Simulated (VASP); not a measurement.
**LiCl in VASP 6.6.1, relaxation**

INCAR

```
EDIFF = 1E-7
PREC = Accurate
NBANDS = 12
LREAL = .FALSE.
ISIF = 3
SIGMA = 0.02
LASPH = .TRUE.
ISMEAR = -1
LWAVE = .FALSE.
GGA = PE
LCHARG = .FALSE.
PSTRESS = 20
IBRION = 2
ISYM = 1
ENCUT = 600
NELM = 83
NSW = 40
EDIFFG = 1E-5
```

KPOINTS

```
KPOINTS created by Atomic Simulation Environment
0
Gamma
8 8 8
0 0 0
```

POSCAR

```
Li Cl
 1.0000000000000000
     0.0000000000000000    2.4292589925999999    2.4292589925999999
     2.4292589925999999    0.0000000000000000    2.4292589925999999
     2.4292589925999999    2.4292589925999999    0.0000000000000000
 Li  Cl
   1   1
Cartesian
  0.0000000000000000  0.0000000000000000  0.0000000000000000
  1.2146294962999999  1.2146294962999999  1.2146294962999999
```

The recommended PBE PAW datasets give the neutral cell 10 valence electrons.

Command

```
mpirun -np 1 vasp_std
```

OSZICAR

```
N       E                     dE             d eps       ncg     rms          rms(c)
DAV:   1     0.451948603037E+02    0.45195E+02   -0.47067E+03   696   0.868E+02
DAV:   2    -0.422570707311E+01   -0.49421E+02   -0.47211E+02   840   0.154E+02
DAV:   3    -0.681630880550E+01   -0.25906E+01   -0.25763E+01   920   0.373E+01
DAV:   4    -0.693216442937E+01   -0.11586E+00   -0.11580E+00   948   0.771E+00
DAV:   5    -0.693403238009E+01   -0.18680E-02   -0.18679E-02   936   0.911E-01    0.267E+00
DAV:   6    -0.680912875676E+01    0.12490E+00   -0.21893E-01   776   0.221E+00    0.203E+00
DAV:   7    -0.680401349608E+01    0.51153E-02   -0.85490E-02   852   0.152E+00    0.119E+00
DAV:   8    -0.681053820282E+01   -0.65247E-02   -0.10802E-02   800   0.727E-01    0.192E-01
DAV:   9    -0.681052441205E+01    0.13791E-04   -0.18621E-04   888   0.117E-01    0.756E-02
DAV:  10    -0.681068069595E+01   -0.15628E-03   -0.24049E-04   804   0.980E-02    0.374E-02
...
       N       E                     dE             d eps       ncg     rms          rms(c)
DAV:   1    -0.740132493068E+01    0.11169E-02   -0.31514E-02   712   0.104E+00    0.272E-01
DAV:   2    -0.739979771981E+01    0.15272E-02   -0.36200E-03   788   0.334E-01    0.934E-02
DAV:   3    -0.739961398761E+01    0.18373E-03   -0.73159E-04   812   0.141E-01    0.617E-02
DAV:   4    -0.739961569161E+01   -0.17040E-05   -0.21132E-05  1136   0.320E-02    0.104E-02
DAV:   5    -0.739961619965E+01   -0.50804E-06   -0.40153E-06   932   0.121E-02    0.386E-03
DAV:   6    -0.739961605224E+01    0.14741E-06   -0.12438E-07   816   0.309E-03    0.167E-03
DAV:   7    -0.739961617368E+01   -0.12144E-06   -0.37557E-08   544   0.143E-03    0.354E-04
DAV:   8    -0.739961617081E+01    0.28646E-08   -0.31094E-09   356   0.497E-04
   5 F= -.69156403E+01 E0= -.69156403E+01  d E =-.462869E+00
```

From OUTCAR

```
k-points           NKPTS =     29   k-points in BZ     NKDIM =     29   number of bands    NBANDS=     12

   NELECT =      10.0000    total number of electrons

   dimension x,y,z NGX =    28 NGY =   28 NGZ =   28
   dimension x,y,z NGXF=    56 NGYF=   56 NGZF=   56

  energy-cutoff  :      600.00
  volume of cell :       38.77
      direct lattice vectors                 reciprocal lattice vectors
     0.000000000  2.686322245  2.686322245    -0.186128079  0.186128079  0.186128079
     2.686322245  0.000000000  2.686322245     0.186128079 -0.186128079  0.186128079
     2.686322245  2.686322245  0.000000000     0.186128079  0.186128079 -0.186128079

 k-points in reciprocal lattice and weights: KPOINTS created by Atomic Simulation Env
   0.00000000  0.00000000  0.00000000       0.002
   0.12500000  0.00000000  0.00000000       0.016
   0.25000000  0.00000000  0.00000000       0.016
   0.37500000  0.00000000  0.00000000       0.016
   0.50000000  0.00000000  0.00000000       0.008
   0.12500000  0.12500000  0.00000000       0.012
   0.25000000  0.12500000  0.00000000       0.047
   0.37500000  0.12500000  0.00000000       0.047
   ...

 E-fermi :  -0.3116

 k-point     1 :       0.0000    0.0000    0.0000
  band No.  band energies     occupation
      1     -43.5612      2.00000
      2     -13.6850      2.00000
      3      -0.8296      2.00000
      4      -0.8296      2.00000
      5      -0.8296      2.00000
      6       5.4122      0.00000
      7       9.4111      0.00000
      8       9.4111      0.00000
      9       9.4111      0.00000
     10      13.8579      0.00000
     11      13.8579      0.00000
     12      17.2184      0.00000

 k-point     2 :       0.1250    0.0000    0.0000
  band No.  band energies     occupation
      1     -43.5610      2.00000
      2     -13.6390      2.00000
      3      -1.2332      2.00000
      4      -0.8801      2.00000
      5      -0.8801      2.00000
      6       5.8305      0.00000
      7       9.5518      0.00000
      8       9.5954      0.00000
      9       9.5954      0.00000
     10      13.3385      0.00000
     11      13.3385      0.00000
     12      16.1803      0.00000

 k-point     3 :       0.2500    0.0000    0.0000
  band No.  band energies     occupation
      1     -43.5603      2.00000
      2     -13.5236      2.00000
      3      -2.0602      2.00000
      4      -0.9961      2.00000
      5      -0.9961      2.00000
      6       6.6986      0.00000
      7       9.8193      0.00000
      8       9.8193      0.00000
      9       9.8393      0.00000
     10      13.1634      0.00000
     11      13.1634      0.00000
     12      15.6414      0.00000

 k-point     4 :       0.3750    0.0000    0.0000
  band No.  band energies     occupation
      1     -43.5596      2.00000
      2     -13.4014      2.00000
      3      -2.7621      2.00000
      4      -1.1049      2.00000
      5      -1.1049      2.00000
      6       7.4443      0.00000
      7       9.6933      0.00000
      8       9.6933      0.00000
      9      10.0924      0.00000
     10      14.2493      0.00000
     11      14.2493      0.00000
     12      15.7851      0.00000

 ...

  Total        0.5055396      0.5055396      0.5055396      0.0000000      0.0000000      0.0000000
  in kB       20.8911046     20.8911046     20.8911046      0.0000000      0.0000000      0.0000000
  external PRESSURE =       0.8911046 kB  Pullay stress =      20.0000000 kB

 POSITION                                       TOTAL-FORCE (eV/Angst)
 -----------------------------------------------------------------------------------
      0.00000      0.00000      0.00000        -0.000000      0.000000     -0.000000
      1.34316      1.34316      1.34316         0.000000     -0.000000      0.000000
 -----------------------------------------------------------------------------------
    total drift:                               -0.000000     -0.000000     -0.000000

  FREE ENERGIE OF THE ION-ELECTRON SYSTEM (eV)
  ---------------------------------------------------
  free  energy   TOTEN  =        -7.3996161708 eV

  energy  without entropy=       -7.3996161708  energy(sigma->0) =       -7.39961617
```

```tsv
ionic step	ΔH (meV/atom)	volume (Å³)	largest force (eV/Å)	pressure (GPa)	electronic steps
1	0.0	28.67	0.000	20.64	14
2	-220.2	36.17	0.000	4.83	10
3	-227.2	40.68	0.000	0.56	10
4	-231.4	39.00	0.000	1.89	8
5	-231.4	38.77	0.000	2.09	8
```

It converged. Results: relaxed cell vector lengths 3.799, 3.799, 3.799 Å; relaxed cell volume 38.77 Å³.

 The volume moved far on the plane waves of the start cell, so a restart from CONTCAR is due.

For comparison, a separate PBE relaxation on usual settings, not on those above, ends at 41.80 Å³.

The run above took about 70 s on one core of a shared host (Intel Xeon Platinum 8488C) and held 0.16 GiB at most.
